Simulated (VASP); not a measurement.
Runs of VASP 6.6.1 on GaAs. It takes space group F-43m (No. 216, cubic). The conventional cell has a = 5.654 Å, b = 5.654 Å, c = 5.654 Å, α = 90.00°, β = 90.00°, γ = 90.00°. As (site symmetry -43m) has 4 Ga at 2.45 Å as nearest neighbours. Ga (site symmetry -43m) has 4 As at 2.45 Å as nearest neighbours. 

```tsv
level	gap on the mesh (eV)	pressure (GPa)	relaxed volume (Å³/atom)
RPBE+D3	0.38	0.1	23.40
revPBE+D4	0.66	0.0	22.44
revPBE+D3(BJ)	0.61	0.0	-
RPBE+D3(BJ)	1.29	0.0	20.79
PBEsol+D3	0.56	0.0	22.29
BLYP+D3(BJ)	0.25	0.0	(a)
RPBE+D4	0.74	0.0	22.30
PBEsol+D4	0.59	-0.1	22.19
PBEsol+D3(BJ)	0.64	0.0	22.03
BLYP+D4	0.27	0.0	22.96
revPBE+D3	0.41	0.0	23.21
BLYP+D3	none	0.1	(b)
```

Alike in all rows: task relaxation of cell and atoms; potentials or basis VASP PAW PBE potentials, release 64 (As, Ga_d); no spin polarisation; cell relaxed; k mesh 8 × 8 × 8; cutoff (eV) 600; smearing fermi-dirac 0.05 eV.

Problem. Fill in the values left out.

Solution. (a) 23.02; (b) 24.07.

Caveats: the PAW data sets were made with another functional, which shifts forces and pressure a little; the relaxation stopped at its first step, so nothing moved (some runs); pairwise dispersion overbinds metals, which lowers pressure and volume (some runs); this crystal is a semiconductor, whose small gap the functional closes, so the metal is an error of the method (some runs).

A k mesh can miss the band edges, and the runs leave out spin-orbit coupling on As, Ga.

A gap of «none» marks a metal or a gap under the smearing width.

Runs at the PBE level aren't shown here.
